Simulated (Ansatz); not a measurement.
**Ni: equation of state**

Aim: scale the cell of Ni up and down at fixed shape and fractional positions, and get the equilibrium volume and bulk modulus with LAPW, PAW and all-electron datasets made for the crystal.

Method: DFT PBE, scalar-relativistic, in Ansatz 0.2.0.

### Step 1. The system as given

The structure is cubic, space group Fm-3m (No. 225). Conventional cell: a = 3.536 Å, b = 3.536 Å, c = 3.536 Å, α = 90.00°, β = 90.00°, γ = 90.00°. Ni (site symmetry m-3m) is surrounded by 12 Ni at 2.50 Å.

Structure file:

```cif
data_structure
_symmetry_space_group_name_H-M 'Fm-3m'
_symmetry_Int_Tables_number 225
_cell_length_a 3.5359
_cell_length_b 3.5359
_cell_length_c 3.5359
_cell_angle_alpha 90.000
_cell_angle_beta 90.000
_cell_angle_gamma 90.000
_cell_volume 44.21
loop_
_atom_site_label
_atom_site_type_symbol
_atom_site_symmetry_multiplicity
_atom_site_Wyckoff_symbol
_atom_site_fract_x
_atom_site_fract_y
_atom_site_fract_z
_atom_site_occupancy
Ni1 Ni 4 a 0.00000 0.00000 0.00000 1
```

The file gives the conventional cell by its symmetry; the runs use the cell typed in the input.

Structure: COD 2100640, as refined from experiment and not relaxed.

### Step 2. Volume × 0.95, LAPW

input.yaml

```yaml
crystal:
  lattice:
    - [0.0, 1.7379789558, 1.7379789558]
    - [1.7379789558, 0.0, 1.7379789558]
    - [1.7379789558, 1.7379789558, 0.0]
  atoms:
    - { symbol: Ni, position: [0.0, 0.0, 0.0], spin: 1.5 }
magnetization:
  spin_polarized: true
kpoints:
  mp_grid: { grid: [20, 20, 20] }
scf:
  occupations: { method: fermi_dirac, width: 0.05 }
hamiltonian:
  xc: pbe
  pseudopotentials: { kind: all_electron, lapw: { basis_error: 0.00025 } }
output:
  forces: true
  stress: true
  eigenvalues: true
```

The run is started by

```console
$ ansatz run input.yaml --threads 1 --pin off --max-ram 3072MiB --backend cpu --events-out ev --progress --plain --runs-dir out
```

### Step 3. Volume × 0.95, PAW

Changes to input.yaml since step 2:

```diff
@@ -15,3 +15,3 @@
   xc: pbe
-  pseudopotentials: { kind: all_electron, lapw: { basis_error: 0.00025 } }
+  pseudopotentials: { kind: paw }
 output:
@@ -20 +20,2 @@
   eigenvalues: true
+  efg: { contact_densities: true }
```

### Step 4. Volume × 0.95, crystal datasets

Changes to input.yaml since step 3:

```diff
@@ -15,3 +15,3 @@
   xc: pbe
-  pseudopotentials: { kind: paw }
+  pseudopotentials: { kind: all_electron, datasets: crystal }
 output:
```

### Step 5. Volume × 0.975, LAPW

input.yaml

```yaml
crystal:
  lattice:
    - [0.0, 1.7530925749, 1.7530925749]
    - [1.7530925749, 0.0, 1.7530925749]
    - [1.7530925749, 1.7530925749, 0.0]
  atoms:
    - { symbol: Ni, position: [0.0, 0.0, 0.0], spin: 1.5 }
magnetization:
  spin_polarized: true
kpoints:
  mp_grid: { grid: [20, 20, 20] }
scf:
  occupations: { method: fermi_dirac, width: 0.05 }
hamiltonian:
  xc: pbe
  pseudopotentials: { kind: all_electron, lapw: { basis_error: 0.00025 } }
output:
  forces: true
  stress: true
  eigenvalues: true
```

### Step 6. Volume × 0.975, PAW

Changes to input.yaml since step 5:

```diff
@@ -15,3 +15,3 @@
   xc: pbe
-  pseudopotentials: { kind: all_electron, lapw: { basis_error: 0.00025 } }
+  pseudopotentials: { kind: paw }
 output:
@@ -20 +20,6 @@
   eigenvalues: true
+  efg: { contact_densities: true }
+  write_density: true
+  write_potential: true
+  elf: true
+  volumetric_format: npy
```

### Step 7. Volume × 1.025, LAPW

input.yaml

```yaml
crystal:
  lattice:
    - [0.0, 1.7825618196, 1.7825618196]
    - [1.7825618196, 0.0, 1.7825618196]
    - [1.7825618196, 1.7825618196, 0.0]
  atoms:
    - { symbol: Ni, position: [0.0, 0.0, 0.0], spin: 1.5 }
magnetization:
  spin_polarized: true
kpoints:
  mp_grid: { grid: [20, 20, 20] }
scf:
  occupations: { method: fermi_dirac, width: 0.05 }
hamiltonian:
  xc: pbe
  pseudopotentials: { kind: all_electron, lapw: { basis_error: 0.00025 } }
output:
  forces: true
  stress: true
  eigenvalues: true
```

### Step 8. Volume × 1.025, PAW

Changes to input.yaml since step 7:

```diff
@@ -15,3 +15,3 @@
   xc: pbe
-  pseudopotentials: { kind: all_electron, lapw: { basis_error: 0.00025 } }
+  pseudopotentials: { kind: paw }
 output:
@@ -20 +20,6 @@
   eigenvalues: true
+  efg: { contact_densities: true }
+  write_density: true
+  write_potential: true
+  elf: true
+  volumetric_format: npy
```

### Step 9. Volume × 1.05, LAPW

input.yaml

```yaml
crystal:
  lattice:
    - [0.0, 1.796937939, 1.796937939]
    - [1.796937939, 0.0, 1.796937939]
    - [1.796937939, 1.796937939, 0.0]
  atoms:
    - { symbol: Ni, position: [0.0, 0.0, 0.0], spin: 1.5 }
magnetization:
  spin_polarized: true
kpoints:
  mp_grid: { grid: [20, 20, 20] }
scf:
  occupations: { method: fermi_dirac, width: 0.05 }
hamiltonian:
  xc: pbe
  pseudopotentials: { kind: all_electron, lapw: { basis_error: 0.00025 } }
output:
  forces: true
  stress: true
  eigenvalues: true
```

### Step 10. Volume × 1.05, PAW

Changes to input.yaml since step 9:

```diff
@@ -15,3 +15,3 @@
   xc: pbe
-  pseudopotentials: { kind: all_electron, lapw: { basis_error: 0.00025 } }
+  pseudopotentials: { kind: paw }
 output:
@@ -20 +20,2 @@
   eigenvalues: true
+  efg: { contact_densities: true }
```

### Step 11. Volume × 1.05, crystal datasets

Changes to input.yaml since step 10:

```diff
@@ -15,3 +15,3 @@
   xc: pbe
-  pseudopotentials: { kind: paw }
+  pseudopotentials: { kind: all_electron, datasets: crystal }
 output:
```

(Steps that only read results are left out.)

Q: Predict the outcome of this session. Wanted: equilibrium volume; bulk modulus (for each run or level that gives them).

**Answer**, as computed:

| quantity | value |
| --- | --- |
| equilibrium volume (LAPW) | 10.891 Å³/atom |
| bulk modulus (LAPW) | 199 GPa |
| its pressure derivative (LAPW) | 4.9 |
| equilibrium volume (PAW) | 10.892 Å³/atom |
| bulk modulus (PAW) | 199 GPa |
| its pressure derivative (PAW) | 4.9 |

What this shows: A third-order Birch-Murnaghan fit to the LAPW pressures puts zero pressure at 10.89 Å³/atom, -1.5 % from the given cell, with a bulk modulus of 199 GPa. PAW's volume lies +0.01 % and its modulus less than 0.1 % from LAPW's. The moment on Ni goes from 0.66 to 0.68 μB as the cell expands. No thermal or zero-point expansion is included. Other magnetic orders may lie lower; this is the state that the run reached.
